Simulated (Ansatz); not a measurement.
Si2Mo:

```xyz
3
Lattice="-1.6000 1.6000 3.9305 1.6000 -1.6000 3.9305 1.6000 1.6000 -3.9305" Properties=species:S:1:pos:R:3 pbc="T T T"
Mo    0.0000    0.0000    0.0000
Si    0.0000    0.0000    5.2433
Si    0.0000    0.0000    2.6177
```

Base run:

| Item | Value |
| --- | --- |
| Program | Ansatz 0.2.0 |
| Functional | PBE |
| Potentials or basis | Ansatz PAW |
| Cutoff | 420 eV (not typed: the program's choice for these potentials) |
| k mesh | 12 × 12 × 12 |
| Occupations | fermi-dirac, width 0.05 eV |
| Spin | no spin polarisation |

Its results: band gap on the k mesh none (metal or under the smearing width); pressure 2.2 GPa; largest force 0.279 eV/Å.

**Question.** After a change of settings the same cell gave: band gap on the k mesh none (metal or under the smearing width); pressure -6.1 GPa; largest force 0.376 eV/Å. Which change was it?
A. occupations from fermi-dirac, width 0.05 eV to gaussian, width 0.011 eV
B. functional from PBE to LDA
C. k mesh from 12 × 12 × 12 to 9 × 9 × 9; spin from no spin polarisation to spin-orbit coupling, no magnetisation; potential files from those of the base run to others of the same set

**Answer.** B.

LDA binds more tightly than PBE, so the same cell stands under less pressure.

Caveats: the PAW data sets come from PBE, with cores solved anew for the run's functional, which leaves a small shift of forces and pressure (some runs).
